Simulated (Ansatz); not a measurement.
Runs of Ansatz 0.2.0 on TiSi2. The structure is orthorhombic, space group Fddd (No. 70). Conventional cell: a = 4.779 Å, b = 8.235 Å, c = 8.526 Å, α = 90.00°, β = 90.00°, γ = 90.00°. Ti (site symmetry 222) has 10 Si at 2.55 to 2.78 Å as nearest neighbours. Si (site symmetry 2) is surrounded by 5 Si at 2.52 to 2.79 Å and 5 Ti at 2.55 to 2.78 Å. The cell is a database's computed one.

| task | level | cell | target pressure (GPa) | points for each segment of the path | gap on the mesh (eV) | pressure (GPa) | relaxed volume (Å³/atom) | largest force (eV/Å) |
| --- | --- | --- | --- | --- | --- | --- | --- | --- |
| relaxation of cell and atoms | LDA | relaxed to 10 GPa | 10 | - | none | 10.0 | - | - |
| relaxation of cell and atoms | PBE | relaxed | - | - | none | 0.0 | 14.17 | - |
| relaxation of cell and atoms | PBEsol | relaxed | - | - | none | 0.0 | (a) | 0.01 |
| relaxation of cell and atoms | LDA | relaxed | - | - | none | 0.0 | (b) | - |
| band structure | PBE | as given | - | 14 | none | 2.1 | - | 0.03 |
| relaxation of cell and atoms | LDA | relaxed to 20 GPa | 20 | - | none | 20.0 | - | - |
| relaxation of cell and atoms | LDA | relaxed to 30 GPa | 30 | - | none | 30.0 | - | - |

Alike in all rows: potentials or basis Ansatz PAW; no spin polarisation; k mesh 5 × 5 × 5; cutoff (eV) 420; smearing fermi-dirac 0.05 eV.

**Question.** Estimate the missing entries.

**Answer.** (a) 13.78; (b) 13.49.

Caveats: the plane-wave basis is chosen anew once the cell has moved, so the energies of steps on either side of that aren't comparable (some runs); the PAW data sets come from PBE, with cores solved anew for the run's functional, which leaves a small shift of forces and pressure (some runs); the volume moved by over 15 % at a fixed basis, so the end points are rough (some runs).

A gap of «none» marks a metal or a gap under the smearing width.
